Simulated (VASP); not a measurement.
# Cr (R-3m) in VASP: further runs, part 2 of 2

VASP 6.6.1.

**3. Single point, PBEsol**

This run uses another cell than the first one, of 11.14 Å³/atom, 0.974 times its volume.

Contents of INCAR:

```
  ALGO = Fast
  EDIFF = 1E-6
  ENCUT = 520
  GGA = PS
  ISIF = 2
  ISMEAR = 0
  LASPH = True
  LCHARG = False
  LREAL = False
  LWAVE = False
  NBANDS = 25
  NELM = 100
  PREC = Accurate
  SIGMA = 0.1
```

Contents of KPOINTS:

```
k-points
0
Gamma
  6 6 4
```

Contents of POSCAR:

```
Cr
1.0
    3.9352985360      0.0000000000      0.0000000000
   -1.9676492680      3.4080685037      0.0000000000
    0.0000000000      0.0000000000      2.4918480106
Cr
3
Direct
    0.3333333530      0.0000000000      0.3333333333
    0.0000000000      0.3333333530      0.6666666667
    0.6666666470      0.6666666470      0.0000000000
```

Potentials or basis: VASP PAW PBE potentials, release 64 (Cr_pv).

Launch:

```sh
$ cat potpaw_PBE.64/Cr_pv/POTCAR > POTCAR
$ mpirun -np 1 vasp_std > vasp.out
```

OUTCAR:

```text
EDIFF = 1E-6
   ENCUT = 520
   GGA = PS
   ISIF = 2
   ISMEAR = 0
   LASPH = True
   LREAL = False
   NELM = 100
   PREC = Accurate

 ion  position               nearest neighbor table
   1  0.333  0.000  0.333-   3 2.42   3 2.42   2 2.42   2 2.42   3 2.42   2 2.42   2 2.81   2 2.81
                             3 2.81   3 2.81   2 2.81   3 2.81
   2  0.000  0.333  0.667-   3 2.42   3 2.42   1 2.42   1 2.42   3 2.42   1 2.42   1 2.81   1 2.81
                             3 2.81   3 2.81   1 2.81   3 2.81
   3  0.667  0.667  0.000-   1 2.42   2 2.42   2 2.42   1 2.42   1 2.42   2 2.42   2 2.81   2 2.81
                             1 2.81   1 2.81   1 2.81   2 2.81

  LATTYP: Found a hexagonal cell.
 ALAT       =     3.9352985360
 C/A-ratio  =     0.6332043142

  Lattice vectors:

 A1 = (   3.9352985360,   0.0000000000,   0.0000000000)
 A2 = (  -1.9676492680,   3.4080685037,   0.0000000000)
 A3 = (   0.0000000000,   0.0000000000,   2.4918480106)

Analysis of symmetry for initial positions (statically):
=====================================================================
 Subroutine PRICEL returns following result:

  LATTYP: Found a trigonal (rhomboedric) cell.
[... 191 lines left out ...]
  energy without entropy =      -30.65183439  energy(sigma->0) =      -30.65701358

 E-fermi :  11.3942     XC(G=0): -14.0427

 val. band max:       11.3451925855   @ k =   0.3333  -0.0000   0.5000
 cond. band min:      11.4512921935   @ k =   0.3333  -0.0000   0.5000
 fundamental gap:      0.1060996080
 Fermi energy:        11.3942188284

 k-point     1 :       0.0000    0.0000    0.0000
  band No.  band energies     occupation
      1     -31.8636      2.00000
      2     -31.8636      2.00000
      3     -31.8636      2.00000
      4     -31.8636      2.00000
      5     -31.3317      2.00000
      6     -31.3317      2.00000
[... 661 lines left out ...]
     24      14.1994      0.00000
     25      16.4192      0.00000

------------------------ aborting loop because EDIFF is reached ----------------------------------------

  FORCE on cell =-STRESS in cart. coord.  units (eV):
  Direction    XX          YY          ZZ          XY          YZ          ZX
  --------------------------------------------------------------------------------------
  -------------------------------------------------------------------------------------
  Total       -0.1218457     -0.1218457     -0.1416337      0.0000000      0.0000000     -0.0000000
  in kB       -5.8413517     -5.8413517     -6.7899984      0.0000000      0.0000000     -0.0000000
  external PRESSURE =      -6.1575673 kB  Pullay stress =       0.0000000 kB

 VOLUME and BASIS-vectors are now :
 -----------------------------------------------------------------------------
  energy-cutoff  :      520.00
  volume of cell :       33.42
      direct lattice vectors                 reciprocal lattice vectors
     3.935298536  0.000000000  0.000000000     0.254110328  0.146710666  0.000000000
    -1.967649268  3.408068504  0.000000000     0.000000000  0.293421332  0.000000000
     0.000000000  0.000000000  2.491848011     0.000000000  0.000000000  0.401308585

 POSITION                                       TOTAL-FORCE (eV/Angst)
 -----------------------------------------------------------------------------------
      1.31177      0.00000      0.83062         0.000000     -0.000000     -0.000000
     -0.65588      1.13602      1.66123        -0.000000     -0.000000      0.000000
      1.31177      2.27205      0.00000         0.000000      0.000000     -0.000000
 -----------------------------------------------------------------------------------
    total drift:                               -0.000011      0.000018     -0.000000

  FREE ENERGIE OF THE ION-ELECTRON SYSTEM (eV)
  ---------------------------------------------------
  free  energy   TOTEN  =       -30.6621927667 eV

  energy  without entropy=      -30.6518343872  energy(sigma->0) =      -30.65701358
```

stdout:

```text
POSCAR found type information on POSCAR Cr
 POSCAR found :  1 types and       3 ions
 scaLAPACK will be used
 -----------------------------------------------------------------------------
|                                                                             |
|                                                                             |
|     You enforced a specific xc type in the INCAR file but a different       |
|     I HOPE YOU KNOW WHAT YOU ARE DOING!                                     |
|                                                                             |
 -----------------------------------------------------------------------------

 LDA part: xc-table for (Slater+PW92), standard interpolation
 POSCAR, INCAR and KPOINTS ok, starting setup
 FFT: planning ... GRIDC
 FFT: planning ... GRID_SOFT
 FFT: planning ... GRID
 WAVECAR not read
 entering main loop
```

Run time: 13 s. Hardware: 1 thread of Intel Xeon 6975P-C (Granite Rapids), shared host; peak memory 0.14 GiB.

What came out:

```
Free energy            : -30.6622 eV
Pressure               : -0.6 GPa
Band gap on the k mesh : none (metal or under the smearing width)
```

Caveat: the k mesh is coarse (spacing up to 0.63 Å⁻¹), so the values aren't converged; the PAW data sets were made with another functional, which shifts forces and pressure a little; the run has no spin polarisation, though such a crystal can be magnetic. Spin polarisation is off, so any magnetic state and its effect on volume and gap are missing.
